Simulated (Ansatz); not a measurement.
# As (Pm-3m) in Ansatz: a series of runs

Runs on As. Level: PBE. Tasks: single point.

Everything below comes from runs of Ansatz 0.2.0. Logs are shortened: lines on timing, memory, paths and dates and some standing lists are left out, and cuts for length are marked.

## Step 1: The structure

Symmetry: Pm-3m, No. 221, cubic system. The conventional cell has a = 2.704 Å, b = 2.704 Å, c = 2.704 Å, α = 90.00°, β = 90.00°, γ = 90.00°. Around As (site symmetry m-3m) lie 6 As at 2.70 Å.

This isn't the form of As at room conditions, which is rhombohedral.

## Step 2: Single point, PBE

input.yaml reads:

```yaml
crystal:
  lattice:
    - [2.7036817444, 0.0, 0.0]
    - [0.0, 2.7036817444, 0.0]
    - [0.0, 0.0, 2.7036817444]
  atoms:
    - { symbol: As, position: [0.5, 0.5, 0.5] }
hamiltonian:
  xc: pbe
  pseudopotentials: { kind: paw }
kpoints:
  mp_grid: { grid: [10, 10, 10] }
scf:
  occupations: { method: gaussian, width: 0.029 }
output:
  forces: true
  stress: true
  eigenvalues: true
```

Potentials or basis: Ansatz PAW.

Started as:

```bash
$ ansatz run input.yaml --threads 2 --pin off --max-ram 5632MiB --backend cpu --events-out ev --progress --plain --runs-dir out
```

Standard output:

```text
Warning: RAYON_NUM_THREADS=2 ignored (pool sized by the plan → 2); use --threads N
Engine: ansatz 0.2.0, aarch64-unknown-linux-gnu
Pseudopotentials: kind: paw
Pseudopotential: As, paw, valence charge 15, recommended cutoff 420 eV (normal), As.paw.azcp
Functional definition: PBE
  parameter kappa = 0.804
  parameter beta = 0.06672455060314922
  exchange = pbe_x(kappa = kappa, mu = beta*pi^2/3)
  correlation = pbe_c(beta = beta)
Crystal: 1 atoms, lattice volume = 19.764 Å³
Basis set: ecut = 420 eV, 389 PW (Γ), exchange–correlation on 40×40×40 points (8 copies of the dense FFT grid, shifted against one another)
Bands: 12, of which v1, the nominal top of the filled ones, is band 8 counted from 1 (7 counted from 0)
Symmetry: 48 space group operations
Space group: Pm-3m (ITA 221), of the structure as read, at distance tolerance 2.7e-5 Å
k-points: 56 of 1000
Non-local potential: As, projectors of the file, l = 0: 2, l = 1: 2, l = 2: 3, l = 3: 1
PAW form: soft (Blöchl's): semilocal exchange-correlation on the pseudo side does not see the compensation charge
PAW one-centre angular grid: As, 590 points (default); XC on 64 Gauss nodes
Initial density: superposition of atomic densities (neutral atoms: chi_scale 0, normalization atom), corrected by the library's trained network
Initial wavefunctions: pseudopotential atomic-orbital guess
Functional: x = pbe(κ = 0.804, μ = 0.2195149727645171), c = pbe(β = 0.06672455060314922)
SCF iter   1: F=—  HF=-4856.029583 eV  |F-HF|=—  |Δ(HF+E_count)|=         —  Δρ=1.34e-3  dr2=4.34e-4  ethr=1.77e-3  ⟨swp⟩=5.9  Hψ=4006  notcnv=0
preconditioner: auto → none  [insulator: Δε(μ)=0.038 eV  Ē_g=15.086 eV  σ=0.029 eV  W_gap=0.64  n_scr=6 (ndim 8)  ℏωp=18.7 eV  f_vac=0.001  D(μ)=0.49/eV (n_scr^D=0)  ε∞_Penn≈2.5]
SCF iter   2: F=—  HF=-4856.029507 eV  |F-HF|=—  |Δ(HF+E_count)|=   7.62e-5  Δρ=6.09e-4  dr2=6.05e-5  ethr=2.90e-6  ⟨swp⟩=2.1  Hψ=1295  notcnv=0  defer=9
SCF iter   3: F=—  HF=-4856.029542 eV  |F-HF|=—  |Δ(HF+E_count)|=   3.51e-5  Δρ=1.64e-4  dr2=5.17e-6  ethr=4.03e-7  ⟨swp⟩=2.0  Hψ=1020  notcnv=0  defer=9
SCF iter   4: F=—  HF=-4856.029542 eV  |F-HF|=—  |Δ(HF+E_count)|=   1.87e-7  Δρ=4.40e-5  dr2=2.19e-7  ethr=3.45e-8  ⟨swp⟩=2.0  Hψ=1062  notcnv=0  defer=9
iter 5 did not close the SCF: its close was put off for the readings that it lacked (scf_convergence_deferred on its scf_iter line)
SCF iter   5: F=-4856.029542 eV  HF=-4856.029542 eV  |F-HF|=1.39e-8  |Δ(HF+E_count)|=   2.74e-7  Δρ=6.93e-6  dr2=8.67e-9  ethr=1.46e-9  ⟨swp⟩=2.0  Hψ=1066  notcnv=0  defer=9
SCF iter   6: F=-4856.029542 eV  HF=-4856.029542 eV  |F-HF|=2.56e-10  |Δ(HF+E_count)|=   5.33e-9  Δρ=8.40e-7  dr2=1.46e-10  ethr=5.78e-11  ⟨swp⟩=2.6  Hψ=2337  notcnv=0
SCF 1 converged in 6 iterations: F = -4856.029542 eV  dr2 = 1.46e-10
SCF converged after 6 iterations
Free energy (F): -4856.029542 eV
Harris-Foulkes:  -4856.029542 eV  (|F-HF|=2.56e-10)
Internal energy: -4856.029330 eV  (E = F + TS)
E sigma→0 (E₀):  -4856.029436 eV
Entropy (-TS):   -0.000212 eV (-0.212 meV/atom)
Fermi energy:    11.681884 eV
--- Per-component energies (eV) ---
  E_band       = -214.859930
  E_kinetic    = 102.763738
  E_local      = -1547.813855  (includes V_loc(G=0)·N_el)
  E_nonlocal   = -670.562310
  E_hartree    = 873.818182
  E_xc         = -79.403207
  E_vxc        = -79.492873  (∫ρ·V_xc dr)
  E_paw        = -1834.813470  (= ΣΔE_a)
  E_vpaw       = 232.608379  (= ΣTr[D̂ρ^β])
  E_aug_tail   = 0.000007  (compensation charges beyond the density's cutoff)
  E_ewald      = -1700.018415
  E_smearing   = -0.000212  (= −TS)
  E_closure    = 0.000000  (closes the sum)
  Σ components = -4856.029542   (vs F -4856.029542, Δ=0.00e0)
--- Forces (eV/Å), atoms counted from 1 ---
  atom   1  As     0.00000000    -0.00000000     0.00000000
  max |Σ_I F_I| component: 6.08e-31 eV/Å
--- Stress (GPa, compression-positive) ---
        2.246400      -0.000000       0.000000
       -0.000000       2.246400       0.000000
        0.000000       0.000000       2.246400
  P = ⅓ Tr σ = 2.2464 GPa (22.464 kbar)
--- Band table (eV; the first three rows and the last of 56) ---
  k-point 0: bands = ["-24.3185", "-24.3185", "-24.2154", "-24.2154", "-24.2154", "-3.2784", "15.8577", "15.8577", "15.8577", "20.2993", "20.2993", "22.2675"]
  k-point 1: bands = ["-24.3181", "-24.3097", "-24.2179", "-24.2179", "-24.2152", "-3.0942", "13.8134", "16.0197", "16.0197", "20.4676", "21.5120", "23.6113"]
  k-point 2: bands = ["-24.3170", "-24.2868", "-24.2246", "-24.2246", "-24.2147", "-2.5516", "10.7432", "16.4821", "16.4821", "20.9613", "22.3126", "27.2772"]
  k-point 55: bands = ["-24.2714", "-24.2714", "-24.2714", "-24.1725", "-24.1725", "6.7677", "9.8793", "9.8793", "9.8793", "17.6822", "17.6822", "17.6822"]
```

Wall time 0.45 s (2 threads of Arm Neoverse V2, shared host); peak memory 0.26 GiB.

What came out:

| Item | Value |
| --- | --- |
| Free energy | -4856.0295 eV |
| Pressure | 2.2 GPa |
| Band gap on the k mesh | none (metal or under the smearing width) |

## Step 3: Single point, PBE

input.yaml, as its differences from that of step 2:

```diff
@@ -13,3 +13,3 @@
 scf:
-  occupations: { method: gaussian, width: 0.029 }
+  occupations: { method: gaussian, width: 0.03 }
 output:
```

Potentials or basis: Ansatz PAW.

Started as:

```bash
$ ansatz run input.yaml --threads 2 --pin off --max-ram 5632MiB --backend cpu --events-out ev --progress --plain --runs-dir out
```

Standard output:

```text
Warning: RAYON_NUM_THREADS=2 ignored (pool sized by the plan → 2); use --threads N
Engine: ansatz 0.2.0, aarch64-unknown-linux-gnu
Pseudopotentials: kind: paw
Pseudopotential: As, paw, valence charge 15, recommended cutoff 420 eV (normal), As.paw.azcp
Functional definition: PBE
  parameter kappa = 0.804
  parameter beta = 0.06672455060314922
  exchange = pbe_x(kappa = kappa, mu = beta*pi^2/3)
  correlation = pbe_c(beta = beta)
Crystal: 1 atoms, lattice volume = 19.764 Å³
Basis set: ecut = 420 eV, 389 PW (Γ), exchange–correlation on 40×40×40 points (8 copies of the dense FFT grid, shifted against one another)
Bands: 12, of which v1, the nominal top of the filled ones, is band 8 counted from 1 (7 counted from 0)
Symmetry: 48 space group operations
Space group: Pm-3m (ITA 221), of the structure as read, at distance tolerance 2.7e-5 Å
k-points: 56 of 1000
Non-local potential: As, projectors of the file, l = 0: 2, l = 1: 2, l = 2: 3, l = 3: 1
PAW form: soft (Blöchl's): semilocal exchange-correlation on the pseudo side does not see the compensation charge
PAW one-centre angular grid: As, 590 points (default); XC on 64 Gauss nodes
Initial density: superposition of atomic densities (neutral atoms: chi_scale 0, normalization atom), corrected by the library's trained network
Initial wavefunctions: pseudopotential atomic-orbital guess
Functional: x = pbe(κ = 0.804, μ = 0.2195149727645171), c = pbe(β = 0.06672455060314922)
SCF iter   1: F=—  HF=-4856.029592 eV  |F-HF|=—  |Δ(HF+E_count)|=         —  Δρ=1.34e-3  dr2=4.35e-4  ethr=1.77e-3  ⟨swp⟩=5.8  Hψ=4015  notcnv=0
preconditioner: auto → none  [insulator: Δε(μ)=0.038 eV  Ē_g=15.086 eV  σ=0.030 eV  W_gap=0.63  n_scr=6 (ndim 8)  ℏωp=18.7 eV  f_vac=0.001  D(μ)=0.49/eV (n_scr^D=0)  ε∞_Penn≈2.5]
SCF iter   2: F=—  HF=-4856.029515 eV  |F-HF|=—  |Δ(HF+E_count)|=   7.78e-5  Δρ=6.08e-4  dr2=6.04e-5  ethr=2.90e-6  ⟨swp⟩=2.1  Hψ=1285  notcnv=0  defer=4
SCF iter   3: F=—  HF=-4856.029550 eV  |F-HF|=—  |Δ(HF+E_count)|=   3.50e-5  Δρ=1.63e-4  dr2=5.14e-6  ethr=4.02e-7  ⟨swp⟩=2.0  Hψ=1023  notcnv=0  defer=4
SCF iter   4: F=—  HF=-4856.029549 eV  |F-HF|=—  |Δ(HF+E_count)|=   1.92e-7  Δρ=4.44e-5  dr2=2.22e-7  ethr=3.43e-8  ⟨swp⟩=2.0  Hψ=1063  notcnv=0  defer=4
iter 5 did not close the SCF: its close was put off for the readings that it lacked (scf_convergence_deferred on its scf_iter line)
SCF iter   5: F=-4856.029550 eV  HF=-4856.029550 eV  |F-HF|=1.49e-8  |Δ(HF+E_count)|=   2.78e-7  Δρ=6.98e-6  dr2=9.02e-9  ethr=1.48e-9  ⟨swp⟩=2.0  Hψ=1066  notcnv=0  defer=4
SCF iter   6: F=-4856.029550 eV  HF=-4856.029550 eV  |F-HF|=2.86e-10  |Δ(HF+E_count)|=   5.84e-9  Δρ=8.68e-7  dr2=1.59e-10  ethr=6.01e-11  ⟨swp⟩=2.6  Hψ=2338  notcnv=0
SCF 1 converged in 6 iterations: F = -4856.029550 eV  dr2 = 1.59e-10
SCF converged after 6 iterations
Free energy (F): -4856.029550 eV
Harris-Foulkes:  -4856.029550 eV  (|F-HF|=2.86e-10)
Internal energy: -4856.029324 eV  (E = F + TS)
E sigma→0 (E₀):  -4856.029437 eV
Entropy (-TS):   -0.000226 eV (-0.226 meV/atom)
Fermi energy:    11.681730 eV
--- Per-component energies (eV) ---
  E_band       = -214.860387
  E_kinetic    = 102.763581
  E_local      = -1547.813437  (includes V_loc(G=0)·N_el)
  E_nonlocal   = -670.562083
  E_hartree    = 873.817907
  E_xc         = -79.403014
  E_vxc        = -79.492654  (∫ρ·V_xc dr)
  E_paw        = -1834.813870  (= ΣΔE_a)
  E_vpaw       = 232.607735  (= ΣTr[D̂ρ^β])
  E_aug_tail   = 0.000007  (compensation charges beyond the density's cutoff)
  E_ewald      = -1700.018415
  E_smearing   = -0.000226  (= −TS)
  E_closure    = -0.000000  (closes the sum)
  Σ components = -4856.029550   (vs F -4856.029550, Δ=0.00e0)
--- Forces (eV/Å), atoms counted from 1 ---
  atom   1  As     0.00000000    -0.00000000     0.00000000
  max |Σ_I F_I| component: 2.96e-31 eV/Å
--- Stress (GPa, compression-positive) ---
        2.243881       0.000000       0.000000
       -0.000000       2.243881       0.000000
        0.000000       0.000000       2.243881
  P = ⅓ Tr σ = 2.2439 GPa (22.439 kbar)
--- Band table (eV; the first three rows and the last of 56) ---
  k-point 0: bands = ["-24.3185", "-24.3185", "-24.2154", "-24.2154", "-24.2154", "-3.2784", "15.8577", "15.8577", "15.8577", "20.2993", "20.2993", "22.2675"]
  k-point 1: bands = ["-24.3181", "-24.3098", "-24.2180", "-24.2180", "-24.2152", "-3.0942", "13.8134", "16.0197", "16.0197", "20.4676", "21.5120", "23.6113"]
  k-point 2: bands = ["-24.3171", "-24.2869", "-24.2246", "-24.2246", "-24.2147", "-2.5516", "10.7432", "16.4821", "16.4821", "20.9613", "22.3126", "27.2772"]
  k-point 55: bands = ["-24.2715", "-24.2715", "-24.2715", "-24.1725", "-24.1725", "6.7677", "9.8793", "9.8793", "9.8793", "17.6822", "17.6822", "17.6822"]
```

Wall time 0.46 s (2 threads of Arm Neoverse V2, shared host); peak memory 0.26 GiB.

What came out:

| Item | Value |
| --- | --- |
| Free energy | -4856.0295 eV |
| Pressure | 2.2 GPa |
| Band gap on the k mesh | none (metal or under the smearing width) |
